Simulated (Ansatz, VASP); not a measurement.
Ge in VASP and in Ansatz

File INCAR:

```
SYSTEM = Ge
AGGAC    = 1.0          
AGGAX    = 1.0          
ALDAC    = 0.0          
ALDAX    = 1.0          
ALGO     = Normal         ! electronic algorithm
EDIFF    = 1E-6           ! SCF threshold, eV
ENCUT    = 520            ! plane-wave cutoff, eV
GGA      = B5             ! functional
ISIF     = 2              ! what is computed and relaxed
ISMEAR   = -1             ! smearing method
LASPH    = .TRUE.         ! aspherical terms in the spheres
LCHARG   = .TRUE.         ! write CHGCAR
LELF     = .TRUE.         ! ELF
LREAL    = .FALSE.        ! projectors in reciprocal space
LVHAR    = .TRUE.       
LWAVE    = .FALSE.        ! write WAVECAR
NBANDS   = 21             ! bands
NELM     = 100            ! most SCF steps
PREC     = Accurate       ! precision mode
SIGMA    = 0.05           ! smearing width, eV
```

The input KPOINTS:

```
k-points
0
G
  9 9 9
  0 0 0
```

POSCAR

```
Ge
1.0
    0.0000000000      3.0603683053      3.0603683053
    3.0603683053      0.0000000000      3.0603683053
    3.0603683053      3.0603683053      0.0000000000
Ge
2
Direct
    0.5000000000      0.5000000000      0.5000000000
    0.7500000000      0.7500000000      0.7500000000
```

Input for Ansatz:

```yaml
crystal:
  lattice:
    - [0.0, 3.0603683053, 3.0603683053]
    - [3.0603683053, 0.0, 3.0603683053]
    - [3.0603683053, 3.0603683053, 0.0]
  atoms:
    - { symbol: Ge, position: [0.5, 0.5, 0.5] }
    - { symbol: Ge, position: [0.75, 0.75, 0.75] }
hamiltonian:
  xc: blyp
  pseudopotentials:
    kind: paw
    azcp:
      Ge: "pseudopotentials/Ge.paw.azcp"
basis:
  ecutwfc: 420
  fft_grid_basis: typed
kpoints:
  mp_grid: { grid: [9, 9, 9], shift: [0, 0, 0] }
magnetization:
  spin_polarized: false
scf:
  occupations: { method: fermi_dirac, width: 0.05 }
output:
  stress: true
```

Alike in both runs: task single point; functional BLYP; k mesh 9 × 9 × 9; occupations fermi-dirac, width 0.05 eV; no spin polarisation.

|  | VASP | Ansatz |
| --- | --- | --- |
| version | VASP 6.6.1 | Ansatz 0.2.0 |
| potentials or method | VASP PAW PBE potentials, release 64 (Ge_d) | plane waves (420 eV) with PAW, scalar-relativistic |
| plane-wave cutoff (eV) | 520 | 420 |
| valence electrons in the cell | 28 | 28 |

|  | VASP | Ansatz | Ansatz less VASP |
| --- | --- | --- | --- |
| pressure (GPa) | -4.0 | -4.0 | -0.05 |

Caveats: the PAW data sets were made with another functional, which shifts forces and pressure a little (VASP).
